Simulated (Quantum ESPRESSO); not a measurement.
# KTaO3 (Pm-3m) in Quantum ESPRESSO: a series of runs, part 3 of 4

Quantum ESPRESSO 7.5. Earlier steps stand in the parts before.

### Step 5. Wannier functions, PBEsol

Contents of pw.in:

```
&CONTROL
  calculation = 'scf'
  prefix = 'pwscf'
  outdir = './tmp'
  pseudo_dir = './pseudo'
  tprnfor = .true.
  tstress = .true.
  disk_io = 'low'
/
&SYSTEM
  ibrav = 0
  A = 3.9883
  nat = 5
  ntyp = 3
  ecutwfc = 56
  ecutrho = 448
  nbnd = 28
  occupations = 'smearing'
  smearing = 'fd'
  degauss = 0.00367493
/
&ELECTRONS
  conv_thr = 1d-09
  electron_maxstep = 120
  mixing_beta = 0.5
/
ATOMIC_SPECIES
Ta   180.9479 ta_pbesol_v1.uspp.F.UPF
K     39.0983 k_pbesol_v1.4.uspp.F.UPF
O     15.9990 o_pbesol_v1.2.uspp.F.UPF
CELL_PARAMETERS alat
   1.0000000000    0.0000000000    0.0000000000
   0.0000000000    1.0000000000    0.0000000000
   0.0000000000    0.0000000000    1.0000000000
ATOMIC_POSITIONS alat
Ta     0.0000000000    0.0000000000    0.0000000000
K      0.5000000000    0.5000000000    0.5000000000
O      0.0000000000    0.0000000000    0.5000000000
O      0.0000000000    0.5000000000    0.0000000000
O      0.5000000000    0.0000000000    0.0000000000
K_POINTS automatic
4 4 4 0 0 0
```

Changes to nscf.in since step 4:

```diff
@@ -14,3 +14,3 @@
   ecutrho = 448
-  nbnd = 43
+  nbnd = 22
   occupations = 'smearing'
```

Contents of pw2wan.in:

```
&INPUTPP
  prefix = 'pwscf'
  outdir = './tmp'
  seedname = 'w'
  write_mmn = .true.
  write_amn = .true.
  scdm_proj = .true.
  scdm_entanglement = 'isolated'
/
```

Changes to bands.in since step 4:

```diff
@@ -14,3 +14,3 @@
   ecutrho = 448
-  nbnd = 43
+  nbnd = 22
   occupations = 'smearing'
```

Changes to w.win since step 4:

```diff
@@ -1,5 +1,4 @@
-num_wann = 25
-num_bands = 38
+num_wann = 20
+num_bands = 20
 auto_projections = true
-dis_num_iter = 0
 num_iter = 1200
@@ -14,3 +13,3 @@
 mp_grid = 4 4 4
-exclude_bands = 1-5
+exclude_bands = 21-22
 begin unit_cell_cart
```

Potentials or basis: GBRV 1.5 PBEsol.

Command:

```sh
$ OMP_NUM_THREADS=1 pw.x -in pw.in > pw.out
$ OMP_NUM_THREADS=1 pw.x -in nscf.in > nscf.out
$ wannier90.x -pp w
$ OMP_NUM_THREADS=1 pw2wannier90.x -in pw2wan.in > pw2wan.out
$ wannier90.x w
$ OMP_NUM_THREADS=1 pw.x -in bands.in > bands.out
```

pw.out:

```text
This program is part of the open-source Quantum ESPRESSO suite
     for quantum simulation of materials; please cite
[... 9 lines left out ...]
     --------------------
     sticks:   dense  smooth     PW     G-vecs:    dense   smooth      PW
     Sum        2025    1005    293                68507    24207    3911

     Using Slab Decomposition

     bravais-lattice index     =            0
     lattice parameter (alat)  =       7.5368  a.u.
     unit-cell volume          =     428.1146 (a.u.)^3
     number of atoms/cell      =            5
     number of atomic types    =            3
     number of electrons       =        40.00
     number of Kohn-Sham states=           28
     kinetic-energy cutoff     =      56.0000  Ry
     charge density cutoff     =     448.0000  Ry
     scf convergence threshold =      1.0E-09
     mixing beta               =       0.5000
     number of iterations used =            8  plain     mixing
     Exchange-correlation= SLA  PW   PSX  PSC
                           (   1   4  10   8   0   0   0)

     celldm(1)=   7.536795  celldm(2)=   0.000000  celldm(3)=   0.000000
     celldm(4)=   0.000000  celldm(5)=   0.000000  celldm(6)=   0.000000

     crystal axes: (cart. coord. in units of alat)
               a(1) = (   1.000000   0.000000   0.000000 )
               a(2) = (   0.000000   1.000000   0.000000 )
               a(3) = (   0.000000   0.000000   1.000000 )

     reciprocal axes: (cart. coord. in units 2 pi/alat)
               b(1) = (  1.000000  0.000000  0.000000 )
               b(2) = (  0.000000  1.000000  0.000000 )
               b(3) = (  0.000000  0.000000  1.000000 )

     PseudoPot. # 1 for Ta read from file:
     ta_pbesol_v1.uspp.F.UPF
     Pseudo is Ultrasoft + core correction, Zval = 13.0
     Generated by new atomic code, or converted to UPF format
     Using radial grid of  921 points,  7 beta functions with:
                l(1) =   0
                l(2) =   0
                l(3) =   1
                l(4) =   1
                l(5) =   2
                l(6) =   2
                l(7) =   3
     Q(r) pseudized with  6 coefficients,  rinner =    1.300   1.300   1.300
                                                       1.300   1.300   1.300
                                                       1.300

     PseudoPot. # 2 for K  read from file:
     k_pbesol_v1.4.uspp.F.UPF
     Pseudo is Ultrasoft + core correction, Zval =  9.0
     Generated by new atomic code, or converted to UPF format
     Using radial grid of  841 points,  6 beta functions with:
                l(1) =   0
                l(2) =   0
                l(3) =   1
                l(4) =   1
                l(5) =   2
                l(6) =   2
     Q(r) pseudized with  6 coefficients,  rinner =    1.500   1.500   1.500
                                                       1.500   1.500

     PseudoPot. # 3 for O  read from file:
     o_pbesol_v1.2.uspp.F.UPF
     Pseudo is Ultrasoft + core correction, Zval =  6.0
     Generated by new atomic code, or converted to UPF format
     Using radial grid of  737 points,  5 beta functions with:
                l(1) =   0
                l(2) =   0
                l(3) =   1
                l(4) =   1
                l(5) =   2
     Q(r) pseudized with  8 coefficients,  rinner =    0.900   0.900   0.900
                                                       0.900   0.900

     atomic species   valence    mass     pseudopotential
     Ta               13.00   180.94790     Ta( 1.00)
     K                 9.00    39.09830     K ( 1.00)
     O                 6.00    15.99900     O ( 1.00)

     48 Sym. Ops., with inversion, found

   Cartesian axes

     site n.     atom                  positions (alat units)
         1        Ta     tau(   1) = (   0.0000000   0.0000000   0.0000000  )
         2        K      tau(   2) = (   0.5000000   0.5000000   0.5000000  )
         3        O      tau(   3) = (   0.0000000   0.0000000   0.5000000  )
         4        O      tau(   4) = (   0.0000000   0.5000000   0.0000000  )
         5        O      tau(   5) = (   0.5000000   0.0000000   0.0000000  )

     number of k points=    10  Fermi-Dirac smearing, width (Ry)=  0.0037
                       cart. coord. in units 2pi/alat
        k(    1) = (   0.0000000   0.0000000   0.0000000), wk =   0.0312500
        k(    2) = (   0.0000000   0.0000000   0.2500000), wk =   0.1875000
        k(    3) = (   0.0000000   0.0000000  -0.5000000), wk =   0.0937500
        k(    4) = (   0.0000000   0.2500000   0.2500000), wk =   0.3750000
        k(    5) = (   0.0000000   0.2500000  -0.5000000), wk =   0.3750000
        k(    6) = (   0.0000000  -0.5000000  -0.5000000), wk =   0.0937500
        k(    7) = (   0.2500000   0.2500000   0.2500000), wk =   0.2500000
        k(    8) = (   0.2500000   0.2500000  -0.5000000), wk =   0.3750000
        k(    9) = (   0.2500000  -0.5000000  -0.5000000), wk =   0.1875000
        k(   10) = (  -0.5000000  -0.5000000  -0.5000000), wk =   0.0312500

     Dense  grid:    68507 G-vectors     FFT dimensions: (  54,  54,  54)

     Smooth grid:    24207 G-vectors     FFT dimensions: (  36,  36,  36)

     Initial potential from superposition of free atoms

     starting charge      39.4953, renormalised to      40.0000

     negative rho (up, down):  9.341E-02 0.000E+00
     Starting wfcs are   33 randomized atomic wfcs

     Self-consistent Calculation

     iteration #  1     ecut=    56.00 Ry     beta= 0.50
     Davidson diagonalization with overlap
     ethr =  1.00E-02,  avg # of iterations =  5.2

     negative rho (up, down):  9.521E-02 0.000E+00
[... 19 lines left out ...]
     total energy              =    -295.91837863 Ry
     estimated scf accuracy    <       0.03435874 Ry

     iteration #  4     ecut=    56.00 Ry     beta= 0.50
     Davidson diagonalization with overlap
     c_bands:  1 eigenvalues not converged
     ethr =  8.59E-05,  avg # of iterations =  8.7

     negative rho (up, down):  9.789E-02 0.000E+00

     total energy              =    -295.92241280 Ry
     estimated scf accuracy    <       0.00633566 Ry
[... 64 lines left out ...]
     iteration # 12     ecut=    56.00 Ry     beta= 0.50
     Davidson diagonalization with overlap
     ethr =  6.79E-11,  avg # of iterations =  2.0

     negative rho (up, down):  9.821E-02 0.000E+00

     End of self-consistent calculation

          k = 0.0000 0.0000 0.0000 (  2969 PWs)   bands (ev):

   -58.8177 -25.3390 -25.3390 -25.3390 -18.4334  -8.7539  -8.0333  -8.0333
    -2.0584  -2.0584  -2.0584   6.2426   6.2426   6.2426   7.6063   7.6063
     7.6063   8.0532   8.0532   8.0532  10.7982  10.7982  10.7982  15.1515
    15.4784  15.4784  16.6151  16.6151
[... 24 lines left out ...]
   -58.8175 -25.4242 -25.3788 -25.3333 -18.3966  -8.3977  -7.7001  -7.1416
    -2.0378  -1.9832  -1.9827   3.2030   4.7199   4.8305   5.9527   6.1110
     7.0336   7.2497   7.2711   8.1391  12.4149  13.7080  14.1930  16.2328
    18.3614  18.4806  18.7171  19.5981

          k = 0.0000-0.5000-0.5000 (  3048 PWs)   bands (ev):

   -58.8174 -25.4217 -25.4217 -25.3315 -18.3891  -8.2727  -7.1749  -7.1749
    -2.0529  -2.0529  -1.9468   3.1262   3.2632   4.0690   5.8074   5.8074
     7.0237   7.2323   7.2323   8.6443  13.7280  13.7280  15.0151  16.3589
    18.7125  19.0472  20.4466  20.4466
[... 10 lines left out ...]
   -58.8174 -25.4219 -25.3770 -25.3765 -18.3887  -7.9436  -7.5800  -7.1357
    -2.1761  -2.0907  -2.0061   3.2049   4.7290   4.8564   4.8621   5.1520
     5.6680   7.8659   8.0026   8.2370  13.2445  14.1873  14.2969  18.2346
    18.3278  18.3706  19.0071  19.1814

          k = 0.2500-0.5000-0.5000 (  3060 PWs)   bands (ev):

   -58.8173 -25.4195 -25.4195 -25.3748 -18.3809  -7.7268  -7.1306  -7.1306
    -2.1934  -2.1934  -2.1487   3.1455   3.2707   4.4120   4.9418   5.1291
     5.1291   8.1198   8.1198   8.6643  14.2860  14.2860  15.0875  17.6900
    18.5789  18.5789  19.4343  19.5867

          k =-0.5000-0.5000-0.5000 (  3016 PWs)   bands (ev):

   -58.8172 -25.4174 -25.4174 -25.4174 -18.3727  -7.0844  -7.0844  -7.0844
    -2.3341  -2.3341  -2.3341   3.1039   3.2783   3.2783   4.7440   4.7440
     4.7440   8.6847   8.6847   8.6847  15.1551  15.1551  15.1551  17.4831
    17.4831  17.4831  19.3219  21.4237

     the Fermi energy is     9.7454 ev

!    total energy              =    -295.92399767 Ry
     estimated scf accuracy    <          8.7E-10 Ry
     smearing contrib. (-TS)   =      -0.00000000 Ry
     internal energy E=F+TS    =    -295.92399767 Ry

     The total energy is F=E-TS. E is the sum of the following terms:
     one-electron contribution =     -72.52114799 Ry
     hartree contribution      =      56.67170195 Ry
     xc contribution           =     -72.71007880 Ry
     ewald contribution        =    -207.36447283 Ry

     convergence has been achieved in  12 iterations

     negative rho (up, down):  9.821E-02 0.000E+00

     Forces acting on atoms (cartesian axes, Ry/au):

     atom    1 type  1   force =     0.00000000    0.00000000    0.00000000
     atom    2 type  2   force =     0.00000000    0.00000000    0.00000000
     atom    3 type  3   force =     0.00000000    0.00000000    0.00000000
     atom    4 type  3   force =     0.00000000    0.00000000    0.00000000
     atom    5 type  3   force =     0.00000000    0.00000000    0.00000000

     Total force =     0.000000     Total SCF correction =     0.000000

     Computing stress (Cartesian axis) and pressure

     negative rho (up, down):  9.821E-02 0.000E+00
          total   stress  (Ry/bohr**3)                   (kbar)     P=       -0.70
  -0.00000477   0.00000000   0.00000000           -0.70        0.00        0.00
   0.00000000  -0.00000477   0.00000000            0.00       -0.70        0.00
   0.00000000   0.00000000  -0.00000477            0.00        0.00       -0.70

=------------------------------------------------------------------------------=
   JOB DONE.
=------------------------------------------------------------------------------=
```

It took 9 min on 1 thread of Arm Neoverse N1, shared host; peak memory 0.49 GiB.

What came out:

| Item | Value |
| --- | --- |
| Free energy | -4026.2511 eV |
| Pressure | -0.1 GPa |
| Band gap on the k mesh | 2.11 eV, indirect (least direct gap 2.74 eV) |
| Band gap along the path | 2.11 eV, indirect (least direct gap 2.75 eV) |
| Total Wannier spread | 13.52 Å² over 20 functions |
| RMS miss of the Wannier bands | 0.009 eV |

Levels at the corners of the path, in eV from the valence-band top:
```csv
point,band 16,band 17,band 18,band 19,band 20,band 21,band 22
Γ,-1.08,-1.08,-0.63,-0.63,-0.63,2.11,2.11
X,-2.35,-2.18,-1.55,-0.86,-0.86,2.28,5.00
M,-2.88,-1.66,-1.45,-1.45,-0.04,5.04,5.04
Γ,-1.08,-1.08,-0.63,-0.63,-0.63,2.11,2.11
R,-3.94,-3.94,0.00,0.00,0.00,6.47,6.47
X,-2.35,-2.18,-1.55,-0.86,-0.86,2.28,5.00
M,-2.88,-1.66,-1.45,-1.45,-0.04,5.04,5.04
R,-3.94,-3.94,0.00,0.00,0.00,6.47,6.47
```

Wannier functions:
```csv
function,nearest atom,distance (Å),spread (Å²),on-site energy from the reference level (eV)
1,1 Ta,0.30,0.42,-42.17
2,1 Ta,0.30,0.42,-42.17
3,1 Ta,0.30,0.42,-42.12
4,3 O,0.39,0.71,-9.19
5,5 O,0.39,0.70,-9.25
6,4 O,0.39,0.70,-9.24
7,3 O,0.36,0.77,-8.22
8,5 O,0.36,0.78,-8.13
9,4 O,0.36,0.78,-8.15
10,5 O,0.31,0.88,-6.53
11,4 O,0.31,0.88,-6.51
12,3 O,0.31,0.88,-6.51
13,1 Ta,0.30,0.42,-42.18
14,2 K,0.35,0.52,-15.75
15,2 K,0.35,0.52,-15.73
16,2 K,0.35,0.52,-15.74
17,3 O,0.30,0.89,-6.33
18,4 O,0.31,0.89,-6.36
19,5 O,0.30,0.89,-6.35
20,2 K,0.35,0.52,-15.78
```

Parts of the spread (Å²): invariant 11.07, diagonal 0.000, off-diagonal 2.45, total 13.52. Against the direct bands the interpolation misses by 9 meV (root mean square) and 61 meV at most, for states up to 1 eV over the reference level.

Caveat: spin-orbit coupling is left out, which moves the levels of the heavy elements; the Wannier minimisation didn't converge. A hybrid or GW would open this gap; PBEsol tends to underestimate it.

(Part 3 of 4 ends here.)
